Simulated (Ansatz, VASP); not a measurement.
Hf in VASP and in Ansatz

```
Hf
1.0
     3.15349    0.00000    0.00000
    -1.57675    2.73101    0.00000
     0.00000    0.00000    4.98944
Hf
2
Cartesian
  0.0000 1.8207 1.2474
  1.5767 0.9103 3.7421
```

Change from the starting cell: volume scaled by 0.96, crystal datasets.

Alike in both runs: task electric field gradients; functional PBE; k mesh 13 × 13 × 7; occupations fermi-dirac, width 0.05 eV; no spin polarisation.

|  | VASP | Ansatz |
| --- | --- | --- |
| version | VASP 6.6.1 | Ansatz 0.2.0 |
| potentials or method | VASP PAW PBE potentials, release 64 (Hf_pv), cutoff 520 eV | all-electron PAW with datasets made for the crystal, scalar-relativistic |

Ansatz gave:

| Quantity | Value |
| --- | --- |
| pressure (GPa) | 5.6 |
| largest component of the traceless stress (GPa) | 0.13 |
| Vzz of the field gradient on the site that differs most (V/Å²) | 100.7 |

**Question.** Estimate VASP's values.

**Answer.** Pressure (GPa): 5.2; largest component of the traceless stress (GPa): 0.04; Vzz of the field gradient on the site that differs most (V/Å²): 91.3.

Ansatz ran all-electron here, so the differences hold the error of VASP's frozen core and of both bases. Ansatz warned: «gradients_without_spin_orbit».

The runs have no spin-orbit coupling, so splittings on Hf are missing.
